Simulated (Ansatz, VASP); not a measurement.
Two plane-wave programs on Be

The input INCAR:

```
PREC = Accurate
ENCUT = 600
EDIFF = 1E-7
ISMEAR = -1
SIGMA = 0.1
LREAL = F
LASPH = T
NELM = 80
ALGO = Normal
ISIF = 3
LWAVE = F
LCHARG = F
GGA = RE
IBRION = 2
NSW = 80
EDIFFG = -0.01
```

The input KPOINTS:

```
regular mesh
0
Gamma
  16 16 9
```

POSCAR

```
Be
1.0
    2.2865984029      0.0000000000      0.0000000000
   -1.1432992015      1.9802523052      0.0000000000
    0.0000000000      0.0000000000      3.5833000000
Be
2
Direct
    0.3333333333      0.6666666667      0.2500000000
    0.6666666667      0.3333333333      0.7500000000
```

Input for Ansatz:

```yaml
crystal:
  lattice:
    - [2.2865984029, 0.0, 0.0]
    - [-1.1432992015, 1.9802523052, 0.0]
    - [0.0, 0.0, 3.5833]
  atoms:
    - { symbol: Be, position: [0.3333333333, 0.6666666667, 0.25] }
    - { symbol: Be, position: [0.6666666667, 0.3333333333, 0.75] }
hamiltonian:
  xc: revpbe
  pseudopotentials:
    kind: paw
    azcp:
      Be: "pseudopotentials/Be.paw.azcp"
basis:
  ecutwfc: 420
  fft_grid_basis: typed
kpoints:
  mp_grid: { grid: [16, 16, 9], shift: [0, 0, 0] }
magnetization:
  spin_polarized: false
scf:
  occupations: { method: fermi_dirac, width: 0.1 }
relax:
  max_steps: 60
  f_tol: 0.01
  cell: {}
```

Alike in both runs: task relaxation of cell and atoms; functional revPBE; k mesh 16 × 16 × 9; occupations fermi-dirac, width 0.1 eV; no spin polarisation.

```csv
,VASP,Ansatz
version,VASP 6.6.1,Ansatz 0.2.0
potentials or method,"VASP PAW PBE potentials, release 64 (Be)","plane waves (420 eV) with PAW, scalar-relativistic"
plane-wave cutoff (eV),600,420
valence electrons in the cell,4,4
```

```tsv
	VASP	Ansatz	Ansatz less VASP
relaxed volume (Å³/atom)	8.09	8.08	-0.008
relaxed cell length with the largest relative difference (Å)	2.284	2.283	-0.0009
```

Caveats: the PAW data sets were made with another functional, which shifts forces and pressure a little (VASP).
